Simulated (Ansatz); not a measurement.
# N started on a C site in diamond C, 128 atoms, charge −1

How does the host give way around this defect, what does it cost to form, and which levels does it put into the gap? The levels of theory are PBEsol and HSE06.

All numbers are computed with Ansatz 0.2.0 (PAW, plane waves).

### 1 The system as built

128 atoms (127 C, 1 N); a = 10.052 Å, b = 10.052 Å, c = 10.052 Å, α = 60.00°, β = 60.00°, γ = 60.00°. All atoms were shaken off their sites by about 0.02 Å along each axis; atoms next to an added one may be pushed further to make room. Defect site 1: (0.500, 0.500, 0.500).

The runs, in order: (2) PBEsol relaxation at the single k point (¼, ¼, ¼), on 1 × NVIDIA GB300 Max-Q with 8 threads of Arm Neoverse-V2; (3) HSE06 single point at the single k point (¼, ¼, ¼), on 1 × NVIDIA GB300 Max-Q with 8 threads of Arm Neoverse-V2.

### 2 PBEsol relaxation in the fixed cell

Input file in.yaml:

```yaml
crystal:
  lattice:
    - [0.000000, 7.107606, 7.107606]
    - [7.107606, 0.000000, 7.107606]
    - [7.107606, 7.107606, 0.000000]
  atoms:
    - { symbol: C, position: [0.002739, 0.999897, 0.998149] }
    - { symbol: C, position: [0.500754, 0.998691, 0.001091] }
    - { symbol: C, position: [0.001912, 0.497616, 0.998555] }
    - { symbol: C, position: [0.999061, 0.001548, 0.496356] }
    - { symbol: C, position: [0.248928, 0.248270, 0.250154] }
    - { symbol: C, position: [0.496814, 0.506287, 0.001338] }
    - { symbol: C, position: [0.497915, 0.999514, 0.502490] }
    - { symbol: C, position: [0.750303, 0.254211, 0.249943] }
    - { symbol: C, position: [0.000365, 0.500696, 0.500099] }
    - { symbol: C, position: [0.252976, 0.748684, 0.247528] }
    - { symbol: C, position: [0.247132, 0.249751, 0.750925] }
    - { symbol: C, position: [0.751179, 0.748871, 0.254050] }
    - { symbol: C, position: [0.752009, 0.247454, 0.746006] }
    - { symbol: C, position: [0.245589, 0.752536, 0.752690] }
    - { symbol: C, position: [0.750196, 0.750139, 0.753650] }
    - { symbol: C, position: [0.056891, 0.067172, 0.060352] }
    - { symbol: C, position: [0.564142, 0.062265, 0.060355] }
    - { symbol: C, position: [0.062022, 0.561096, 0.064350] }
    - { symbol: C, position: [0.063286, 0.061753, 0.559997] }
    - { symbol: C, position: [0.313419, 0.312204, 0.311101] }
    - { symbol: C, position: [0.557104, 0.568643, 0.062617] }
    - { symbol: C, position: [0.561322, 0.059231, 0.568747] }
    - { symbol: C, position: [0.815489, 0.313359, 0.310578] }
    - { symbol: C, position: [0.056516, 0.559807, 0.567486] }
    - { symbol: C, position: [0.309557, 0.815099, 0.315988] }
    - { symbol: C, position: [0.314204, 0.311944, 0.809445] }
    - { symbol: C, position: [0.565511, 0.561649, 0.559578] }
    - { symbol: C, position: [0.817749, 0.809007, 0.314853] }
    - { symbol: C, position: [0.809427, 0.312381, 0.813914] }
    - { symbol: C, position: [0.316502, 0.808782, 0.814284] }
    - { symbol: C, position: [0.816867, 0.812089, 0.812061] }
    - { symbol: C, position: [0.995985, 0.000064, 0.253125] }
    - { symbol: C, position: [0.247689, 0.250415, 0.002109] }
    - { symbol: C, position: [0.498550, 0.001116, 0.248753] }
    - { symbol: C, position: [0.749616, 0.246763, 0.004373] }
    - { symbol: C, position: [0.000751, 0.500275, 0.248542] }
    - { symbol: C, position: [0.253564, 0.748879, 0.001226] }
    - { symbol: C, position: [0.001679, 0.998216, 0.752769] }
    - { symbol: C, position: [0.254553, 0.248579, 0.500985] }
    - { symbol: C, position: [0.497650, 0.505546, 0.249572] }
    - { symbol: C, position: [0.754720, 0.749303, 0.994294] }
    - { symbol: C, position: [0.499936, 0.000269, 0.749447] }
    - { symbol: C, position: [0.753146, 0.251610, 0.500822] }
    - { symbol: C, position: [0.998105, 0.499146, 0.749327] }
    - { symbol: C, position: [0.253549, 0.748112, 0.499653] }
    - { symbol: C, position: [0.500133, 0.500630, 0.746088] }
    - { symbol: C, position: [0.750990, 0.748215, 0.501205] }
    - { symbol: C, position: [0.061600, 0.066888, 0.311365] }
    - { symbol: C, position: [0.312359, 0.316539, 0.060375] }
    - { symbol: C, position: [0.564164, 0.061117, 0.312827] }
    - { symbol: C, position: [0.812933, 0.313135, 0.064009] }
    - { symbol: C, position: [0.061891, 0.559005, 0.312598] }
    - { symbol: C, position: [0.315664, 0.807735, 0.066153] }
    - { symbol: C, position: [0.061665, 0.067716, 0.811635] }
    - { symbol: C, position: [0.311516, 0.312474, 0.566494] }
    - { symbol: C, position: [0.562932, 0.560220, 0.313683] }
    - { symbol: C, position: [0.813055, 0.811407, 0.061551] }
    - { symbol: C, position: [0.558312, 0.064801, 0.815979] }
    - { symbol: C, position: [0.812950, 0.309450, 0.561215] }
    - { symbol: C, position: [0.067377, 0.558138, 0.813222] }
    - { symbol: C, position: [0.314357, 0.811731, 0.560114] }
    - { symbol: C, position: [0.560018, 0.562794, 0.813907] }
    - { symbol: C, position: [0.814171, 0.814814, 0.556956] }
    - { symbol: C, position: [0.001090, 0.251058, 0.997159] }
    - { symbol: C, position: [0.251441, 0.999659, 0.252000] }
    - { symbol: C, position: [0.498933, 0.248359, 0.002166] }
    - { symbol: C, position: [0.753099, 0.003991, 0.243716] }
    - { symbol: C, position: [0.998884, 0.752051, 0.998626] }
    - { symbol: C, position: [0.001517, 0.245907, 0.502462] }
    - { symbol: C, position: [0.251291, 0.498427, 0.250941] }
    - { symbol: C, position: [0.499628, 0.749159, 0.000473] }
    - { symbol: C, position: [0.249842, 0.999869, 0.749410] }
    - { symbol: C, position: [0.501159, 0.248129, 0.500323] }
    - { symbol: C, position: [0.752676, 0.499127, 0.249915] }
    - { symbol: C, position: [0.749100, 0.000445, 0.749702] }
    - { symbol: C, position: [0.001068, 0.752722, 0.495664] }
    - { symbol: C, position: [0.249937, 0.498995, 0.750445] }
    - { symbol: C, position: [0.496805, 0.753998, 0.499148] }
    - { symbol: C, position: [0.754103, 0.501672, 0.747502] }
    - { symbol: C, position: [0.059523, 0.313720, 0.065847] }
    - { symbol: C, position: [0.318764, 0.059930, 0.310678] }
    - { symbol: C, position: [0.565036, 0.307847, 0.060196] }
    - { symbol: C, position: [0.818460, 0.057773, 0.315969] }
    - { symbol: C, position: [0.062503, 0.811309, 0.062042] }
    - { symbol: C, position: [0.056634, 0.313024, 0.566264] }
    - { symbol: C, position: [0.311324, 0.560053, 0.314846] }
    - { symbol: C, position: [0.563863, 0.808710, 0.064413] }
    - { symbol: C, position: [0.312279, 0.060489, 0.814743] }
    - { symbol: C, position: [0.558391, 0.313756, 0.564236] }
    - { symbol: C, position: [0.811593, 0.563472, 0.313545] }
    - { symbol: C, position: [0.813566, 0.065500, 0.811033] }
    - { symbol: C, position: [0.060298, 0.812793, 0.565229] }
    - { symbol: C, position: [0.310998, 0.562529, 0.813580] }
    - { symbol: C, position: [0.566563, 0.811972, 0.560787] }
    - { symbol: C, position: [0.812063, 0.561735, 0.812973] }
    - { symbol: C, position: [0.247716, 0.001837, 0.998834] }
    - { symbol: C, position: [0.751595, 0.995946, 0.003748] }
    - { symbol: C, position: [0.005736, 0.250150, 0.244818] }
    - { symbol: C, position: [0.251629, 0.503194, 0.997454] }
    - { symbol: C, position: [0.251729, 0.000329, 0.500084] }
    - { symbol: C, position: [0.500453, 0.249142, 0.251974] }
    - { symbol: C, position: [0.747600, 0.501247, 0.002188] }
    - { symbol: C, position: [0.749240, 0.995680, 0.504019] }
    - { symbol: C, position: [0.005832, 0.750570, 0.247105] }
    - { symbol: C, position: [0.001077, 0.249901, 0.750411] }
    - { symbol: C, position: [0.250681, 0.499668, 0.496302] }
    - { symbol: C, position: [0.501511, 0.749416, 0.249994] }
    - { symbol: C, position: [0.503869, 0.248078, 0.752844] }
    - { symbol: C, position: [0.749910, 0.498832, 0.504888] }
    - { symbol: C, position: [0.001211, 0.750256, 0.750488] }
    - { symbol: C, position: [0.502940, 0.747600, 0.752660] }
    - { symbol: C, position: [0.306966, 0.066527, 0.062912] }
    - { symbol: C, position: [0.814167, 0.063604, 0.062633] }
    - { symbol: C, position: [0.059680, 0.312154, 0.314484] }
    - { symbol: C, position: [0.312082, 0.565508, 0.067318] }
    - { symbol: C, position: [0.312907, 0.063352, 0.562274] }
    - { symbol: C, position: [0.565715, 0.312519, 0.306843] }
    - { symbol: C, position: [0.810540, 0.567580, 0.058822] }
    - { symbol: C, position: [0.812203, 0.062547, 0.563937] }
    - { symbol: C, position: [0.062558, 0.813215, 0.311794] }
    - { symbol: C, position: [0.063828, 0.312913, 0.813420] }
    - { symbol: C, position: [0.312675, 0.562171, 0.562226] }
    - { symbol: C, position: [0.562608, 0.812857, 0.312838] }
    - { symbol: C, position: [0.567378, 0.312379, 0.810798] }
    - { symbol: C, position: [0.816676, 0.562252, 0.560730] }
    - { symbol: C, position: [0.062460, 0.815485, 0.807373] }
    - { symbol: C, position: [0.565747, 0.810464, 0.814109] }
    - { symbol: N, position: [0.498167, 0.499787, 0.502877] }
  symmetry: { detect: false }
kpoints:
  mp_grid: { grid: [1, 1, 1], shift: [0.25, 0.25, 0.25] }
hamiltonian:
  xc: pbesol
total_charge: -1
scf:
  occupations: { method: fermi_dirac, width: 0.01 }
relax:
  f_tol: 0.03
  max_steps: 80
  escape_saddle: false
  adjacent_minimum: "off"
output:
  forces: true
  eigenvalues: true
  populations: true
  charged_corrections: { epsilon: 5.7 }
```

Command:

```sh
$ ansatz run in.yaml --threads 8 --pin off --max-ram 118750MiB --runs-dir r --events-out ev --progress --plain --backend cuda --devices 0,
```

The runs that follow: Single point with HSE06.

**Question.** What will these runs give? Wanted: for each run, formation energy; host gap; top filled to lowest empty.

The runs gave:

```
             level        time  formation energy (eV)  host gap (eV)  top filled to lowest empty (eV)
PBEsol, relaxation  15 s (GPU)                   7.09           4.36                             1.24
             HSE06  23 s (GPU)                   8.50           5.74                             2.16
```

```
     quantity                              value
   relaxation  11 recorded steps, 5.29 eV gained
largest shift                       0.30 Å (C56)
```

**In words.** The relaxation lowers the energy by 5.29 eV; the largest shift is 0.30 Å (C56). The formation energy at E_F = VBM goes from 7.09 eV (PBEsol) to 8.50 eV (HSE06), as the host gap goes from 4.36 to 5.74 eV. The reservoirs are the elements' reference phases; where the defect changes the composition, the value depends on that choice. HSE06 puts 1 localised level over 0.1 eV inside the gap, at 3.59 (filled) eV, the tightest of them shared by about 5 atoms. The host's edges were read at Γ, so band-like levels at this k point need not coincide with them. Finite-cell errors of some tenths of an eV remain in such numbers. The dielectric constant of 5.7 in the correction is an assumed value.
